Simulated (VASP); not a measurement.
Write the native input for VASP 6.6.1 that does the following.

- Task: atomic charges
- Functional: HSE06
- Potentials or basis: VASP PAW PBE potentials, release 64 (B)
- Cutoff: 520 eV
- k mesh: 7 × 7 × 7
- Occupations: fermi-dirac, width 0.1 eV
- Spin: no spin polarisation
- Grid for exact exchange (PRECFOCK): Normal
- Screening parameter: 0.2 1/A
- Further INCAR settings: ALGO = Normal; EDIFF = 1e-06

B:

```xyz
1
Lattice="1.8852 0.0000 0.0000 0.0000 1.8852 0.0000 0.0000 0.0000 1.8852" Properties=species:S:1:pos:R:3 pbc="T T T"
B     0.9426    0.9426    0.9426
```

The cell was built by a generator and needn't be a form met in nature.

These files were run (other wordings do the same):

POSCAR

```
B
1.0
    1.8852400000      0.0000000000      0.0000000000
    0.0000000000      1.8852400000      0.0000000000
    0.0000000000      0.0000000000      1.8852400000
B
1
Direct
    0.5000000000      0.5000000000      0.5000000000
```

INCAR.step1

```
  PREC = Accurate
  ENCUT = 520
  EDIFF = 1E-5
  ISMEAR = -1
  SIGMA = 0.1
  LREAL = F
  LASPH = T
  NELM = 100
  ALGO = Normal
  ISIF = 2
  LWAVE = T
  LCHARG = F
  GGA = PE
```

INCAR.step2

```
  PREC = Accurate
  ENCUT = 520
  EDIFF = 1E-6
  ISMEAR = -1
  SIGMA = 0.1
  LREAL = F
  LASPH = T
  NELM = 100
  ALGO = Normal
  ISIF = 2
  LWAVE = F
  LCHARG = F
  GGA = PE
  LHFCALC = T
  HFSCREEN = 0.2
  PRECFOCK = Normal
  LORBIT = 11
  ISTART = 1
```

KPOINTS

```
regular mesh
0
Gamma
  7 7 7
```

Potentials or basis: VASP PAW PBE potentials, release 64 (B).

Command:

```sh
$ cat potpaw_PBE.64/B/POTCAR > POTCAR
$ cp INCAR.step1 INCAR
$ mpirun -np 1 vasp_std > vasp.out
$ cp INCAR.step2 INCAR
$ mpirun -np 1 vasp_std > vasp.out
```

Results of the run:

```yaml
Pressure: -4.6 GPa
Band_gap_on_the_k_mesh: none (metal or under the smearing width)
Valence_electrons_inside_the_program's_atomic_spheres: B 1.82
```

Caveat: the k mesh is coarse (spacing up to 0.48 Å⁻¹), so the values aren't converged, least of all with exact exchange; the PAW data sets were made with another functional, which shifts forces and pressure a little.

It took 28 s on 1 thread of AMD EPYC 9R45 (Zen 5) (shared host), peak memory 0.17 GiB.
